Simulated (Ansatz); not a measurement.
Band table of Mo (sc type)

```
Mo
1.0
     2.60358    0.00000    0.00000
     0.00000    2.60358    0.00000
     0.00000    0.00000    2.60358
Mo
1
Direct
  0.00000 0.00000 0.00000
```

The cell comes from a relaxation on PAW files under the same functional, begun from a prototype that needn't be the stable phase.

All numbers are PBE results (scalar-relativistic) from Ansatz 0.2.0, with a Γ-centred 16×16×16 k mesh, Fermi–Dirac smearing of 0.08 eV, no spin polarisation. Methods: LAPW: all electrons, basis error target 1 meV/atom.

Path points, in fractions of the reciprocal vectors: Γ (0.000, 0.000, 0.000), X (0.000, 0.500, 0.000), M (0.500, 0.500, 0.000), R (0.500, 0.500, 0.500). The distance column jumps between branches of the path. Levels in eV from the Fermi level; bands 13 to 17, counted from the lowest band of the run. The gap is zero, the pressure 0.00 GPa.

```
# k(1/Å) point b13 b14 b15 b16 b17
0.000 Γ -6.39 -4.07 -4.07 3.87 3.87
0.172 - -6.23 -4.03 -3.90 3.66 3.66
0.345 - -5.82 -3.92 -3.37 3.10 3.10
0.517 - -5.26 -3.75 -2.51 2.40 2.40
0.690 - -4.64 -3.56 -1.48 1.72 1.72
0.862 - -4.05 -3.37 -0.55 1.17 1.17
1.034 - -3.58 -3.24 0.00 0.82 0.82
1.207 X -3.40 -3.19 0.15 0.70 0.70
1.379 - -3.27 -2.99 -0.80 0.73 1.59
1.551 - -3.10 -2.19 -1.96 0.81 2.62
1.724 - -3.03 -2.89 -0.91 0.94 2.92
1.896 - -3.94 -2.65 0.72 1.08 2.30
2.069 - -4.63 -2.41 1.21 1.79 2.55
2.241 - -5.05 -2.24 1.31 1.46 4.36
2.413 M -5.20 -2.18 1.34 1.34 5.81
2.657 - -4.91 -2.30 1.40 1.45 3.91
2.901 - -4.16 -2.64 1.58 1.75 1.86
3.145 - -3.67 -2.77 -0.06 1.33 1.92
3.388 - -4.30 -2.83 -1.71 1.11 2.43
3.632 - -5.26 -3.48 -2.99 2.29 3.06
3.876 - -6.08 -3.92 -3.79 3.43 3.63
4.120 Γ -6.39 -4.07 -4.07 3.87 3.87
4.418 - -5.92 -3.76 -3.76 3.38 3.49
4.717 - -4.69 -2.84 -2.84 2.34 2.42
5.015 - -3.43 -1.50 -1.50 0.98 0.98
5.314 - -3.22 -1.25 -1.25 1.00 1.00
5.613 - -3.49 -2.45 -2.45 3.03 3.03
5.911 - -3.62 -3.33 -3.33 5.17 5.17
6.210 R -3.63 -3.63 -3.63 6.30 6.30
6.453 - -3.68 -3.48 -3.33 5.20 5.83
6.697 - -3.72 -3.02 -2.48 3.13 4.47
6.941 - -3.59 -2.30 -1.29 1.07 2.65
7.185 - -3.14 -1.38 -0.85 -0.70 1.77
7.429 - -2.33 -2.05 -2.01 -0.41 2.80
7.672 - -3.03 -2.90 -1.14 0.38 2.27
7.916 X -3.40 -3.19 0.15 0.70 0.70
9.623 R -3.63 -3.63 -3.63 6.30 6.30
9.795 - -3.73 -3.48 -3.48 5.51 6.29
9.967 - -3.99 -3.03 -3.03 3.80 6.26
10.140 - -4.33 -2.30 -2.30 1.94 6.21
10.312 - -4.67 -1.35 -1.35 0.26 6.16
10.485 - -4.95 -1.06 -0.24 -0.24 6.12
10.657 - -5.14 -1.89 0.82 0.82 6.09
10.829 M -5.20 -2.18 1.34 1.34 5.81
```
